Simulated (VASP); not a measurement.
**Se: single point with PBE0(alpha)**

Crystal: Se.

```
CELL_PARAMETERS angstrom
2.63497 0.00000 0.00000
0.00000 2.63497 0.00000
0.00000 0.00000 4.35487
ATOMIC_POSITIONS crystal
Se 0.50000 0.50000 0.00000
```

The cell was built by a generator and needn't be a form met in nature.

- Program: VASP 6.6.1
- Task: single point
- Functional: PBE0(alpha)
- Potentials or basis: VASP PAW PBE potentials, release 64 (Se)
- Cutoff: 520 eV
- k mesh: 5 × 5 × 3
- Occupations: fermi-dirac, width 0.05 eV
- Spin: no spin polarisation
- Share of exact exchange: 0.5
- Grid for exact exchange (PRECFOCK): Fast
- Exchange at q = 0: truncated
- Further INCAR settings: ALGO = Normal; EDIFF = 1e-06; NBANDS = 9

| Item | Value |
| --- | --- |
| Pressure | -6.5 GPa |
| Band gap on the k mesh | none (metal or under the smearing width) |

Stress tensor (GPa, compression positive):
```
-9.89  0.00  0.00
 0.00 -9.89  0.00
 0.00  0.00  0.20
```

Levels at points of the mesh, in eV from the Fermi level:
```csv
k point,band 1,band 2,band 3,band 4,band 5,band 6
"(0.00, 0.00, 0.00)",-20.43,-6.21,4.87,5.39,5.39,11.33
```

Run time: 19 s on 1 thread of Intel(R) Xeon(R) 6975P-C (Granite Rapids), with other jobs on the host, peak memory 0.13 GiB.

Caveat: the k mesh is coarse (spacing up to 0.48 Å⁻¹), so the values aren't converged, least of all with exact exchange; the PAW data sets were made with another functional, which shifts forces and pressure a little.
